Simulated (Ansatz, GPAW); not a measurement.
## V: 3 runs at one level of theory

```
V
1.0
     2.60429    0.00000    0.00000
    -1.30215    2.25538    0.00000
     0.00000    0.00000    4.72334
V
2
Direct
  0.33739 0.66806 0.24828
  0.66409 0.33528 0.74232
```

This isn't the form of V at room conditions, which is bcc.

Atoms were shifted at random by some hundredths of an Å from the given cell, which wasn't relaxed again for these runs.

Alike in all runs: task single point; functional PBEsol; k mesh 12 × 12 × 6; occupations fermi-dirac, width 0.05 eV; collinear spin, ferromagnetic start; no spin-orbit coupling. Pressure is positive in compression and, in plane waves, holds the error of the finite cutoff, which Ansatz's Pulay term estimates and takes out.

| program and potentials | plane-wave cutoff (eV) | notes | band gap (eV) | pressure (GPa) | net moment per atom (μB) | largest force (eV/Å) | energy over the undisturbed cell (meV/atom) |
| --- | --- | --- | --- | --- | --- | --- | --- |
| Ansatz, Ansatz PAW | 420 | potentials made for PBE, which Ansatz adapts in part; Pulay term of +0.06 GPa included | no gap | -7.14 | 0.00 | 0.255 | 1.75 |
| Ansatz, all-electron LAPW, scalar-relativistic | - | - | no gap | -7.17 | 0.00 | 0.255 | - |
| GPAW, PAW data sets generated for this functional | 600 | - | no gap | -5.87 | 0.00 | 0.258 | 1.79 |

Force on atom 1 (V), eV/Å:

| program and potentials | x | y | z |
| --- | --- | --- | --- |
| Ansatz, Ansatz PAW | 0.015 | 0.000 | -0.254 |
| Ansatz, all-electron LAPW, scalar-relativistic | 0.015 | 0.000 | -0.254 |
| GPAW, PAW data sets generated for this functional | 0.015 | 0.000 | -0.258 |

None finds a gap. The pressure spans -7.17 (Ansatz, all-electron LAPW, scalar-relativistic) to -5.87 GPa (GPAW, PAW data sets generated for this functional), with all-electron results at -7.17. All agree on the net moment per atom. The state is the one that the start led to, which needn't be the lowest.

Differences between rows come from potentials, basis sets and numerical settings, since the functional is the same but for its coding. Runs on potential files found faulty are left out.
